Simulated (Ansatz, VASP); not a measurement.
BN in VASP and in Ansatz

```xyz
2
Lattice="0.0142 1.7458 1.7458 1.7458 0.0142 1.7458 1.7601 1.7601 0.0000" Properties=species:S:1:pos:R:3 pbc="T T T"
B     0.0000    0.0000    0.0000
N     1.7601    1.7601    1.7458
```

Change from the starting cell: shear_xy strain +1.6%.

Alike in both runs: task single point; functional PBE; k mesh 12 × 12 × 12; occupations fermi-dirac, width 0.02 eV; no spin polarisation.

|  | VASP | Ansatz |
| --- | --- | --- |
| version | VASP 6.6.1 | Ansatz 0.2.0 |
| potentials or method | VASP PAW PBE potentials, release 64 (B, N) | plane waves, PAW |
| plane-wave cutoff (eV) | 520 | 420 |
| valence electrons in the cell | 8 | 8 |

VASP gave:

| Item | Value |
| --- | --- |
| gap on the k mesh at the Fermi level (eV) | 1.04 |
| pressure (GPa) | 4.0 |
| largest component of the traceless stress (GPa) | 10.29 |

**Question.** What did Ansatz give for the same quantities?

**Answer.** gap on the k mesh at the Fermi level (eV): 1.05; pressure (GPa): 4.0; largest component of the traceless stress (GPa): 10.27.

The functional is the same, so the differences come from potentials, cutoffs and numerics.

A k mesh can miss the band edges.
